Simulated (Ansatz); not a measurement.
Input and command of a calculation in Ansatz (plane waves; scalar-relativistic PAW potentials unless the input names others):

```yaml
crystal:
  lattice:
    - [2.8347721383, 0.0, 0.0]
    - [-1.4173860692, 2.4549846857, 0.0]
    - [0.0, 0.0, 4.5089914857]
  atoms:
    - { symbol: Si, position: [0.3333333333, 0.6666666667, 0.25] }
    - { symbol: Si, position: [0.6666666667, 0.3333333333, 0.75] }
basis:
  ecutwfc: 420
kpoints:
  mp_grid: { grid: [24, 24, 14] }
hamiltonian:
  xc: pbe
  dispersion: d3bj
scf:
  occupations: { method: gaussian, width: 0.15 }
  initial_density: { chi_scale: 0.3 }
  algorithm: density_mixing
output:
  forces: true
  eigenvalues: true
  stress: true
```

```bash
ansatz run input.yaml --threads 1 --pin off --max-ram 2560MiB --backend cpu --events-out ev --progress --plain --runs-dir out
```

Abridged log:
```
Pseudopotentials: kind: paw
Pseudopotential: Si, paw, valence charge 4, recommended cutoff 420 eV (normal)
Functional definition: PBE
Crystal: 2 atoms, lattice volume = 31.380 Å³
Basis set: ecut = 420 eV, 615 PW (Γ), exchange–correlation on 40×40×64 points (8 copies of the dense FFT grid, shifted against one another)
Bands: 8, of which v1, the nominal top of the filled ones, is band 4 counted from 1 (3 counted from 0)
Symmetry: 24 space group operations
Space group: P63/mmc (ITA 194), of the structure as read, at distance tolerance 3.2e-5 Å
k-points: 488 of 8064
Initial density: superposition of atomic densities (chi_scale 0.3, normalization cell)
Initial wavefunctions: pseudopotential atomic-orbital guess
Functional: x = pbe(κ = 0.804, μ = 0.21951497), c = pbe(β = 0.06672455)
SCF iter   1: F=—  HF=-1271.369904 eV  |F-HF|=—  |Δ(HF+E_count)|=         —  Δρ=1.85e-2  dr2=1.04e-1  ethr=3.10e-3  ⟨swp⟩=5.2  Hψ=28707  notcnv=0
SCF iter   2: F=—  HF=-1271.351082 eV  |F-HF|=—  |Δ(HF+E_count)|=   1.88e-2  Δρ=1.16e-2  dr2=4.14e-2  ethr=1.29e-3  ⟨swp⟩=1.0  Hψ=7808  notcnv=0
SCF iter   3: F=—  HF=-1271.337256 eV  |F-HF|=—  |Δ(HF+E_count)|=   1.38e-2  Δρ=2.59e-4  dr2=8.08e-6  ethr=5.18e-4  ⟨swp⟩=2.7  Hψ=6312  notcnv=0
SCF iter   4: F=—  HF=-1271.337233 eV  |F-HF|=—  |Δ(HF+E_count)|=   2.31e-5  Δρ=2.11e-5  dr2=1.01e-7  ethr=1.01e-7  ⟨swp⟩=2.1  Hψ=5713  notcnv=0
SCF iter   5: F=-1271.337233 eV  HF=-1271.337233 eV  |F-HF|=1.07e-9  |Δ(HF+E_count)|=   4.52e-8  Δρ=2.91e-6  dr2=2.78e-9  ethr=1.27e-9  ⟨swp⟩=2.2  Hψ=5548  notcnv=0
SCF iter   6: F=-1271.337233 eV  HF=-1271.337233 eV  |F-HF|=2.27e-12  |Δ(HF+E_count)|=  7.42e-10  Δρ=3.30e-7  dr2=1.41e-11  ethr=3.47e-11  ⟨swp⟩=2.1  Hψ=14074  notcnv=0
SCF 1 converged in 6 iterations: F = -1271.337233 eV  dr2 = 1.41e-11
SCF converged after 6 iterations
Free energy (F): -1271.337233 eV
Harris-Foulkes:  -1271.337233 eV  (|F-HF|=2.27e-12)
Internal energy: -1271.328164 eV  (E = F + TS)
E sigma→0 (E₀):  -1271.332699 eV
Entropy (-TS):   -0.009069 eV (-4.535 meV/atom)
Fermi energy:    9.609954 eV
  E_disp       = -0.788432  (pairwise vdW)
--- Forces (eV/Å), atoms counted from 1 ---
  atom   1  Si     0.00000000     0.00000000     0.00000000
  atom   2  Si     0.00000000     0.00000000     0.00000000
--- Stress (GPa, compression-positive) ---
      -11.140076       0.000000       0.000000
        0.000000     -11.140076       0.000000
        0.000000       0.000000      -8.930362
  P = ⅓ Tr σ = -10.4035 GPa (-104.035 kbar)
```

Apart from outputs and empty bands, the input differs from a reference run on usual settings in scf.initial_density.chi_scale: not typed → 0.3; scf.algorithm: not typed → "density_mixing". The reference, at the same geometry (not necessarily relaxed), gave pressure -10.40 GPa, largest force 0.000 eV/Å, no gap on the mesh. This run converged in 6 SCF iterations (reference: 6) with an energy at zero smearing within 0.01 meV/atom of the reference's, pressure -10.40 GPa, largest force 0.000 eV/Å, no gap on the mesh.

Time: 6.3 s on 1 thread of Intel(R) Xeon(R) Processor @ 2.70GHz, with other jobs on the host, peak memory 0.41 GiB.